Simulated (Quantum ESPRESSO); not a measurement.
Moving the dispersion correction in Nb

The cell as given:

The structure is cubic, space group Fm-3m (No. 225). The conventional cell has a = 4.230 Å, b = 4.230 Å, c = 4.230 Å, α = 90.00°, β = 90.00°, γ = 90.00°. Around Nb (site symmetry m-3m) lie 12 Nb at 2.99 Å.

This isn't the form of Nb at room conditions, which is bcc.

Kept alike: task relaxation of cell and atoms; functional PBEsol; k mesh 11 × 11 × 11; occupations fermi-dirac, width 0.05 eV; no spin polarisation. Program: Quantum ESPRESSO, GBRV 1.5 PBEsol, cutoff 612 eV. The mesh is that of the run's cell of 1 atom. No spin-orbit coupling.

| dispersion correction | volume (Å³/atom) |
| --- | --- |
| D3(BJ) | 17.478 |
| D4 | 17.869 |
| none | 18.018 |
| rVV10 | 17.719 |

The relaxations keep at least the cell's symmetry (Fm-3m). For a metal such a mesh leaves the last digits unconverged. Relaxations stop with a little pressure left, so the last digits of a volume or edge aren't settled. Runs of this series that gave no sound value for these columns are left out.

Problem. What does the dispersion correction change here?

Solution. The volume runs from 17.478 (D3(BJ)) to 18.018 Å³/atom (none). Against no correction: D3(BJ) -3.0 %; D4 -0.8 %; rVV10 -1.7 %. Dispersion terms mostly attract and so lower the volume; the schemes' coefficients and damping set how far.

All three corrections contract fcc Nb, most strongly with D3(BJ) and least with D4, yet even the largest change is only -3.0 %. This modest response fits a metal held together by its partly filled 4d band. Bonding d states set the equilibrium volume against the repulsion of the ion cores, and the resulting stiff lattice yields little to a weak added attraction. The spread among the schemes probably reflects how each one represents the polarisability of an atom inside a metal, where itinerant electrons screen the fluctuating dipoles that a picture of separate atoms takes for granted.

PBEsol was itself built to give good equilibrium volumes for densely packed solids, so an added attraction may partly count the same medium-range correlation twice. The contraction is therefore no measure of a distinct van der Waals contribution to the cohesion of Nb, and a smaller volume is not in itself a better one.
